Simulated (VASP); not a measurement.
Si3Ge: single point with PBE0(alpha)

The system is Si3Ge.

```
Si Ge
1.0
     2.71500    0.00000    0.00000
    -1.35750    2.35126    0.00000
     0.00000    0.00000   10.11061
Si Ge
3 1
Direct
  0.00000 0.00000 0.50000
  0.00000 0.00000 0.74356
  0.00000 0.00000 0.25644
  0.00000 0.00000 0.00000
```

The cell was built by a generator and needn't be a form met in nature.

```yaml
Program: VASP 6.6.1
Task: single point
Functional: PBE0(alpha)
Potentials_or_basis: VASP PAW PBE potentials, release 64 (Si, Ge_d)
Cutoff: 520 eV
k_mesh: 6 × 6 × 2
Occupations: fermi-dirac, width 0.05 eV
Spin: no spin polarisation
Share_of_exact_exchange: 0.05
Grid_for_exact_exchange_PRECFOCK: Fast
Exchange_at_q_=_0: truncated
Further_INCAR_settings: ALGO = Normal; EDIFF = 1e-06
```

```yaml
Pressure: -0.9 GPa
Largest_force: 0.221 eV/Å
```

Forces in eV/Å, atoms in the order of the input:
```
Si   0.000  0.000  0.000
Si   0.000  0.000 -0.221
Si   0.000  0.000  0.221
Ge   0.000  0.000  0.000
```

Stress tensor (GPa, compression positive):
```
-5.38  0.00  0.00
 0.00 -5.38  0.00
 0.00  0.00  7.98
```

Levels at points of the mesh, in eV from the Fermi level:
| k point | band 9 | band 10 | band 11 | band 12 | band 13 | band 14 | band 15 | band 16 | band 17 |
| --- | --- | --- | --- | --- | --- | --- | --- | --- | --- |
| (0.00, 0.00, 0.00) | -9.58 | -7.31 | -1.35 | -1.19 | 7.62 | 8.06 | 9.17 | 9.17 | 10.30 |
| (0.50, 0.00, 0.00) | -6.73 | -5.72 | -5.50 | -3.13 | -2.79 | -2.57 | 1.89 | 3.77 | 3.90 |
| (0.00, 0.00, 0.50) | -10.91 | -5.09 | -4.94 | 2.86 | 3.55 | 9.31 | 9.31 | 9.74 | 9.74 |
| (0.50, 0.00, 0.50) | -6.57 | -5.46 | -4.86 | -4.34 | -3.95 | 0.22 | 0.66 | 3.24 | 3.99 |

Run time: 14 min on 1 thread of Intel(R) Xeon(R) Platinum 8259CL CPU @ 2.50GHz (Skylake/Cascade Lake) (shared host), peak memory 0.19 GiB.

Caveat: the k mesh is coarse (spacing up to 0.45 Å⁻¹), so the values aren't converged, least of all with exact exchange; the bands computed are all filled at some k points, so no gap is given; the PAW data sets were made with another functional, which shifts forces and pressure a little.
